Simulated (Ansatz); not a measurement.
Runs of Ansatz 0.2.0 on SnSe. Symmetry: Pnma, No. 62, orthorhombic system. The conventional cell has a = 11.420 Å, b = 4.190 Å, c = 4.460 Å, α = 90.00°, β = 90.00°, γ = 90.00°. Around Sn (site symmetry m) lie 3 Se at 2.69 to 2.83 Å. Around Se (site symmetry m) lie 3 Sn at 2.69 to 2.83 Å. 

| task | level | cell | smearing | points for each segment of the path | gap on the mesh (eV) | pressure (GPa) | relaxed volume (Å³/atom) | largest force (eV/Å) |
| --- | --- | --- | --- | --- | --- | --- | --- | --- |
| relaxation of cell and atoms | revPBE | relaxed | fermi-dirac 0.05 eV | - | 0.88 | 0.0 | 30.09 | - |
| relaxation of cell and atoms | PBEsol | relaxed | fermi-dirac 0.05 eV | - | 0.40 | 0.0 | 25.93 | - |
| band structure | BLYP | as given | fermi-dirac 0.05 eV | 10 | (a) | 6.5 | - | 0.36 |
| band structure | revPBE | as given | fermi-dirac 0.05 eV | 10 | 0.57 | 3.6 | - | (c) |
| relaxation of cell and atoms | RPBE | relaxed | fermi-dirac 0.05 eV | - | (d) | 0.0 | 31.32 | - |
| relaxation of cell and atoms | RPBE+D4 | relaxed | fermi-dirac 0.05 eV | - | 0.68 | 0.0 | 27.91 | - |
| relaxation of cell and atoms | PBEsol+D3(BJ) | relaxed | fermi-dirac 0.05 eV | - | - | 0.0 | 24.48 | 0.01 |
| band structure | PBEsol | as given | fermi-dirac 0.05 eV | 10 | 0.48 | -0.6 | - | 0.24 |
| relaxation of cell and atoms | BLYP+D3(BJ) | relaxed | fermi-dirac 0.05 eV | - | (b) | 0.0 | 27.41 | - |
| single point | PBE | as given | gaussian 0.014 eV | - | 0.54 | 2.4 | - | 0.31 |
| relaxation of cell and atoms | RPBE+D3(BJ) | relaxed | fermi-dirac 0.05 eV | - | none | 0.0 | 20.52 | - |
| single point | PBE | as given | gaussian 0.013 eV | - | 0.54 | 2.4 | - | 0.31 |

Alike in all rows: potentials or basis Ansatz PAW; no spin polarisation; k mesh 3 × 6 × 6; cutoff (eV) 420.

Estimate the missing entries.

(a) 0.66; (b) 0.67; (c) 0.34; (d) 1.05.

Caveats: spin-orbit coupling is left out, which moves the levels of the heavy elements (some runs); the PAW data sets come from PBE, with cores solved anew for the run's functional, which leaves a small shift of forces and pressure (some runs); odd divisions of the mesh miss points on the zone boundary, where band edges often lie, so the gap on the mesh can be too wide (some runs); the plane-wave basis is chosen anew once the cell has moved, so the energies of steps on either side of that aren't comparable (some runs); the volume moved by over 15 % at a fixed basis, so the end points are rough (some runs); this functional lacks dispersion, which binds the layers, so the pressure and a relaxed spacing across them are unreliable (some runs); the volume moved by +13 % from the deposited cell, more than functionals usually miss (some runs).

A k mesh can miss the band edges, and the runs leave out spin-orbit coupling on Se, Sn.

A gap of «none» marks a metal or a gap under the smearing width.
